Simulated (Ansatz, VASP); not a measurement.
**NiO in VASP and in Ansatz**

```xyz
2
Lattice="0.0000 2.0859 2.0859 2.0859 0.0000 2.0859 2.0859 2.0859 0.0000" Properties=species:S:1:pos:R:3 pbc="T T T"
Ni    0.0000    0.0000    0.0000
O     2.0859    2.0859    2.0859
```

Alike in both runs: task single point; functional PBE; k mesh 11 × 11 × 11; occupations gaussian, width 0.011 eV; collinear spin, ferromagnetic start.

```csv
,VASP,Ansatz
version,VASP 6.6.1,Ansatz 0.2.0
potentials or method,"VASP PAW PBE potentials, release 64 (Ni, O)",Ansatz PAW
plane-wave cutoff (eV),520,420
valence electrons in the cell,16,24
```

|  | VASP | Ansatz | Ansatz less VASP |
| --- | --- | --- | --- |
| gap on the k mesh at the Fermi level (eV) | none | none | - |
| pressure (GPa) | 6.1 | 6.3 | +0.23 |
| net moment per atom (μB) | 0.89 | 0.90 | +0.008 |
| size of the moment on the site where the two differ most (μB) | 0.28 | 0.29 | +0.017 |

Site moments also hang on the region over which each program counts them. A gap of «none» marks a metal or a gap that the smearing closes. With one functional, cell and mesh, what is left measures potentials, basis and numerics. The two sets of potentials don't hold the same shells in valence.

Caveats: a cell with one magnetic atom can't hold antiferromagnetic order, which such compounds often take; semilocal functionals often make such compounds metallic where correlation or magnetic order opens a gap, which also shifts bond lengths; the pressure holds a Pulay correction of +0.7 GPa for the finite cutoff (Ansatz). With open d or f shells a metallic result of PBE can be an artefact of self-interaction; +U or a hybrid may open a gap.
